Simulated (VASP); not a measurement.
# AlAs (F-43m) in VASP: notebook

The runs below take AlAs through dielectric tensor, phonons, with LDA, PBEsol.

Everything below comes from runs of VASP 6.6.1. Logs are shortened: lines on timing, memory, paths and dates and some standing lists are left out, and cuts for length are marked.

**What was measured.**

A printed reference work, textbook reports, for a bulk crystal of AlAs: high-frequency dielectric constant 8.16.

The runs below are set against these values where they give the same quantity.

### 1 Starting point

It takes space group F-43m (No. 216, cubic). The conventional cell has a = 5.638 Å, b = 5.638 Å, c = 5.638 Å, α = 90.00°, β = 90.00°, γ = 90.00°. Al (site symmetry -43m) has 4 As at 2.44 Å as nearest neighbours. As (site symmetry -43m) has 4 Al at 2.44 Å as nearest neighbours.

### 2 Dielectric tensor, LDA

INCAR reads:

```
SYSTEM = AlAs
  PREC = Accurate
  ENCUT = 600
  EDIFF = 1E-8
  ISMEAR = 0
  SIGMA = 0.03
  LREAL = .False.
  LASPH = .True.
  NELM = 80
  ALGO = Fast
  ISIF = 2
  LWAVE = .False.
  LCHARG = .False.
  LEPSILON = .True.
```

KPOINTS reads:

```
regular mesh
0
Monkhorst
  14 14 14
  0 0 0
```

POSCAR reads:

```
AlAs                                    
1.0
    0.0000000000      2.8188932263      2.8188932263
    2.8188932263      0.0000000000      2.8188932263
    2.8188932263      2.8188932263      0.0000000000
  Al              As            
     1     1
Direct
     0.0000000000000000    0.0000000000000000    0.0000000000000000
     0.2500000000000000    0.2500000000000000    0.2500000000000000
```

Potentials or basis: VASP PAW LDA potentials, release 64 (Al, As).

Command:

```sh
> cat potpaw_LDA.64/Al/POTCAR potpaw_LDA.64/As/POTCAR > POTCAR
> mpirun -np 1 vasp_std > vasp.out
```

OUTCAR:

```text
SYSTEM = AlAs
   PREC = Accurate
   ENCUT = 600
   EDIFF = 1E-8
   ISMEAR = 0
   LREAL = .False.
   LASPH = .True.
   NELM = 80
   ISIF = 2
   LEPSILON = .True.

 ion  position               nearest neighbor table
   1  0.000  0.000  0.000-   2 2.44   2 2.44   2 2.44   2 2.44
   2  0.250  0.250  0.250-   1 2.44   1 2.44   1 2.44   1 2.44

  LATTYP: Found a face centered cubic cell.
 ALAT       =     5.6377864526

  Lattice vectors:

 A1 = (   0.0000000000,   2.8188932263,   2.8188932263)
 A2 = (   2.8188932263,   0.0000000000,   2.8188932263)
 A3 = (   2.8188932263,   2.8188932263,   0.0000000000)

Analysis of symmetry for initial positions (statically):
=====================================================================
 Subroutine PRICEL returns:
 Original cell was already a primitive cell.

 Routine SETGRP: Setting up the symmetry group for a
 face centered cubic supercell.

 Subroutine GETGRP returns: Found 24 space group operations
 (whereof 24 operations were pure point group operations)
 out of a pool of 48 trial point group operations.

The static configuration has the point symmetry T_d .

Analysis of symmetry for dynamics (positions and initial velocities):
=====================================================================
 Subroutine PRICEL returns:
 Original cell was already a primitive cell.

 Routine SETGRP: Setting up the symmetry group for a
 face centered cubic supercell.

 Subroutine GETGRP returns: Found 24 space group operations
 (whereof 24 operations were pure point group operations)
 out of a pool of 48 trial point group operations.

The dynamic configuration has the point symmetry T_d .

 Subroutine INISYM returns: Found 24 space group operations
 (whereof 24 operations are pure point group operations),
 and found     1 'primitive' translations

----------------------------------------------------------------------------------------

                                     Primitive cell

  volume of cell :      44.7987

  direct lattice vectors                    reciprocal lattice vectors
     0.000000000  2.818893226  2.818893226    -0.177374579  0.177374579  0.177374579
     2.818893226  0.000000000  2.818893226     0.177374579 -0.177374579  0.177374579
     2.818893226  2.818893226  0.000000000     0.177374579  0.177374579 -0.177374579

  length of vectors
     3.986517032  3.986517032  3.986517032     0.307221783  0.307221783  0.307221783

  position of ions in fractional coordinates (direct lattice)
     0.000000000  0.000000000  0.000000000
     0.250000000  0.250000000  0.250000000

  ion indices of the primitive-cell ions
   primitive index   ion index
                 1           1
                 2           2

----------------------------------------------------------------------------------------

 KPOINTS: regular mesh

Automatic generation of k-mesh.
 Grid dimensions read from file:
 generate k-points for:   14   14   14

 Generating k-lattice:

  Cartesian coordinates                     Fractional coordinates (reciprocal lattice)
    -0.012669613  0.012669613  0.012669613     0.071428571  0.000000000  0.000000000
     0.012669613 -0.012669613  0.012669613     0.000000000  0.071428571  0.000000000
     0.012669613  0.012669613 -0.012669613     0.000000000  0.000000000  0.071428571

  Length of vectors
     0.021944413  0.021944413  0.021944413

  Shift w.r.t. Gamma in fractional coordinates (k-lattice)
     0.500000000  0.500000000  0.500000000

 Subroutine IBZKPT returns following result:
 ===========================================

 Found    280 irreducible k-points:

 Following reciprocal coordinates:
            Coordinates               Weight
  0.035714  0.035714  0.035714      8.000000
  0.107143  0.035714  0.035714     24.000000
  0.178571  0.035714  0.035714     24.000000
  0.250000  0.035714  0.035714     24.000000
  0.321429  0.035714  0.035714     24.000000
  0.392857  0.035714  0.035714     24.000000
[... 16 lines left out ...]
 -0.321429  0.107143  0.035714     48.000000
 -0.250000  0.107143  0.035714     48.000000
 [... further k-points ...]
   k-points           NKPTS =    280   k-points in BZ     NKDIM =    280   number of bands    NBANDS=      8
   number of dos      NEDOS =    301   number of ions     NIONS =      2
   total plane-waves  NPLWV =  32768
   dimension x,y,z NGX =    32 NGY =   32 NGZ =   32
   dimension x,y,z NGXF=    64 NGYF=   64 NGZF=   64
   ions per type =               1   1
   NGX,Y,Z   is equivalent  to a cutoff of  13.34, 13.34, 13.34 a.u.
   NGXF,Y,Z  is equivalent  to a cutoff of  26.69, 26.69, 26.69 a.u.
 SYSTEM =  AlAs
   PREC   = accura    normal or accurate (medium, high low for compatibility)
   ISTART =      0    job   : 0-new  1-cont  2-samecut
   ICHARG =      2    charge: 1-file 2-atom 10-const
   ISPIN  =      1    spin polarized calculation?
   LNONCOLLINEAR =      F non collinear calculations
   LSORBIT =      F    spin-orbit coupling
   LASPH  =      T    aspherical Exc in radial PAW
   ENCUT  =  600.0 eV  44.10 Ry    6.64 a.u.   7.96  7.96  7.96*2*pi/ulx,y,z
   NELM   =     80;   NELMIN=  2; NELMDL= -5     # of ELM steps
   EDIFF  = 0.1E-07   stopping-criterion for ELM
   LREAL  =      F    real-space projection
   EDIFFG = 0.1E-06   stopping-criterion for IOM
   NSW    =      0    number of steps for IOM
   IBRION =     -1    ionic relax: 0-MD 1-quasi-New 2-CG
   NFREE  =      0    steps in history (QN), initial steepest desc. (CG)
   ISIF   =      2    stress and relaxation
   ISYM   =      2    0-nonsym 1-usesym 2-fastsym
   POTIM  = 0.5000    time-step for ionic-motion
   TEBEG  =    0.0;   TEEND  =   0.0 temperature during run
   PSTRESS=    0.0 pullay stress
   NELECT =       8.0000    total number of electrons
   NUPDOWN=      -1.0000    fix difference up-down
   EMIN   =  10.00;   EMAX   =-10.00  energy-range for DOS
   EFERMI =   0.00;   METHOD = LEGACY
   ISMEAR =     0;   SIGMA  =   0.03  broadening in eV -4-tet -1-fermi 0-gaus
   EFERMI_NEDOS =   21; number of points for ismear=-14 and -15
   IALGO  =     68    algorithm
   IMIX   =      4    mixing-type and parameters
     AMIX     =   0.40;   BMIX     =  1.00
     AMIX_MAG =   1.60;   BMIX_MAG =  1.00
  volume/ion in A,a.u.               =      22.40       151.16
  Fermi-wavevector in a.u.,A,eV,Ry     =   0.921898  1.742135 11.563536  0.849896
  Thomas-Fermi vector in A             =   2.047365
   LORBIT       =      0    0 simple, 1 ext, 2 COOP (PROOUT), +10 PAW based schemes
   GGA     = CA    functional components
   LHFCALC =     F    Hartree Fock is set to
   AEXX    =    0.0000 exact exchange contribution
   IVDW    =     0    specifies the selected vdW correction
   LEPSILON=     T    determine dielectric tensor
   LRPA    =     F    only Hartree local field effects (RPA)
 non-spin polarized calculation
 RMM-DIIS sequential band-by-band and
 Gauss-broadening in eV      SIGMA  =   0.03
  energy-cutoff  :      600.00
  volume of cell :       44.80
 maximum number of plane-waves:      1512
   NGX = 15   NGY = 15   NGZ = 15

--------------------------------------- Ionic step        1  -------------------------------------------

 number of electron       8.0000000 magnetization

 E-fermi :   4.0536     XC(G=0):  -9.3255

 val. band max:        3.8716785370   @ k =   0.0357   0.0357   0.0357
 cond. band min:       5.2618784055   @ k =  -0.4643  -0.4643   0.0357
 fundamental gap:      1.3901998685
 Fermi energy:         4.0535921489

 k-point     1 :       0.0357    0.0357    0.0357
  band No.  band energies     occupation
      1      -8.0634      2.00000
      2       3.6993      2.00000
      3       3.8717      2.00000
      4       3.8717      2.00000
      5       6.0140      0.00000
      6       8.1641      0.00000
      7       8.1811      0.00000
      8       8.1811      0.00000
[... 243 lines left out ...]
 k-point    24 :      -0.2500    0.1071    0.0357
  band No.  band energies     occupation
      1      -7.2102      2.00000
      2      -0.2084      2.00000
      3       2.5689      2.00000
      4       3.3334      2.00000
      5       6.8701      0.00000
      6       8.5330      0.00000
      7       9.0465      0.00000
      8      10.4304      0.00000

 [... further k-points ...]

  FORCE on cell =-STRESS in cart. coord.  units (eV):
  Direction    XX          YY          ZZ          XY          YZ          ZX
  --------------------------------------------------------------------------------------
  -------------------------------------------------------------------------------------
  Total        0.0001720      0.0001720      0.0001720      0.0000000      0.0000000     -0.0000000
  in kB        0.0061498      0.0061498      0.0061498      0.0000000      0.0000000     -0.0000000
  external PRESSURE =       0.0061498 kB  Pullay stress =       0.0000000 kB

 VOLUME and BASIS-vectors are now :
 -----------------------------------------------------------------------------
  energy-cutoff  :      600.00
  volume of cell :       44.80
      direct lattice vectors                 reciprocal lattice vectors
     0.000000000  2.818893226  2.818893226    -0.177374579  0.177374579  0.177374579
     2.818893226  0.000000000  2.818893226     0.177374579 -0.177374579  0.177374579
     2.818893226  2.818893226  0.000000000     0.177374579  0.177374579 -0.177374579

 POSITION                                       TOTAL-FORCE (eV/Angst)
 -----------------------------------------------------------------------------------
      0.00000      0.00000      0.00000         0.000000      0.000000      0.000000
      1.40945      1.40945      1.40945        -0.000000     -0.000000     -0.000000
 -----------------------------------------------------------------------------------
    total drift:                                0.000000      0.000000      0.000000

  FREE ENERGIE OF THE ION-ELECTRON SYSTEM (eV)
  ---------------------------------------------------
  free  energy   TOTEN  =       -10.5160985666 eV

  energy  without entropy=      -10.5160985666  energy(sigma->0) =      -10.51609857

 HEAD OF MICROSCOPIC STATIC DIELECTRIC TENSOR (INDEPENDENT PARTICLE, excluding Hartree and local field effects)
 ------------------------------------------------------
          10.200230    -0.000000     0.000000
           0.000000    10.200230     0.000000
          -0.000000     0.000000    10.200230
 ------------------------------------------------------

 Free energy of the ion-electron system (eV)
  ---------------------------------------------------
  ---------------------------------------------------
  free energy    TOTEN  =        -1.12768918 eV

  energy without entropy =       -1.12768918

------------------------ aborting loop because EDIFF is reached ----------------------------------------

--------------------------------------- Ionic step        2  -------------------------------------------

------------------------ aborting loop because EDIFF is reached ----------------------------------------

--------------------------------------- Ionic step        3  -------------------------------------------

 Free energy of the ion-electron system (eV)
  ---------------------------------------------------
  ---------------------------------------------------
  free energy    TOTEN  =        -1.12768963 eV

  energy without entropy =       -1.12768963

------------------------ aborting loop because EDIFF is reached ----------------------------------------

 PIEZOELECTRIC TENSOR FIELD DIRECTION 3  (e Angst)
 -----------------------------------------------------------------------------
    -0.00041 -1.84139  0.00000           ( -0.00000  0.03964  0.00000)
    -1.84139 -0.00041  0.00000           (  0.03964 -0.00000  0.00000)
     0.00000  0.00000 -0.00021           (  0.00000  0.00000 -0.00000)

 PIEZOELECTRIC TENSOR FIELD DIRECTION 3  (C/m^2)
 -----------------------------------------------------------------------------
    -0.00015 -0.65855  0.00000
    -0.65855 -0.00015  0.00000
     0.00000  0.00000 -0.00007

 MACROSCOPIC STATIC DIELECTRIC TENSOR (including local field effects in DFT)
 ------------------------------------------------------
           9.458275     0.000000     0.000000
           0.000000     9.458275     0.000000
          -0.000000     0.000000     9.458275
 ------------------------------------------------------

 PIEZOELECTRIC TENSOR (including local field effects)  for field in x, y, z        (e  Angst)
          XX          YY          ZZ          XY          YZ          ZX
  --------------------------------------------------------------------------------
  x    -0.00000     0.00000     0.00000    -0.00000    -1.84222     0.00000
  y     0.00000     0.00000    -0.00000     0.00000    -0.00000    -1.84222
  z     0.00000     0.00000    -0.00000    -1.84222     0.00000     0.00000

 PIEZOELECTRIC TENSOR (including local field effects)  for field in x, y, z        (C/m^2)
          XX          YY          ZZ          XY          YZ          ZX
  --------------------------------------------------------------------------------
  x    -0.00000     0.00000     0.00000    -0.00000    -0.65885     0.00000
  y     0.00000     0.00000    -0.00000     0.00000    -0.00000    -0.65885
  z     0.00000     0.00000    -0.00000    -0.65885     0.00000     0.00000

 BORN EFFECTIVE CHARGES (including local field effects) (in |e|, cummulative output)
 ---------------------------------------------------------------------------------
 ion    1
    1     2.12721    -0.00000    -0.00000
    2     0.00000     2.12721    -0.00000
    3     0.00000     0.00000     2.12721
 ion    2
    1    -2.12721     0.00000     0.00000
    2    -0.00000    -2.12721     0.00000
    3    -0.00000    -0.00000    -2.12721
```

Run time: 33 min. Hardware: 1 thread of Intel Xeon Platinum 8259CL at 2.50GHz (Skylake/Cascade Lake), shared host; peak memory 1.6 GiB.

What came out:

```
Electronic dielectric tensor (diagonal) : 9.46
Born charges (mean of the diagonal)     : Al +2.13; As -2.13 e
```

Electronic dielectric tensor:
```
9.46 0.00 0.00
0.00 9.46 0.00
0.00 0.00 9.46
```

Born effective charge tensors (e):
atom 1, Al
```
2.13 0.00 0.00
0.00 2.13 0.00
0.00 0.00 2.13
```
atom 2, As
```
-2.13  0.00  0.00
 0.00 -2.13  0.00
 0.00  0.00 -2.13
```

(Continued in part 2 of 2.)
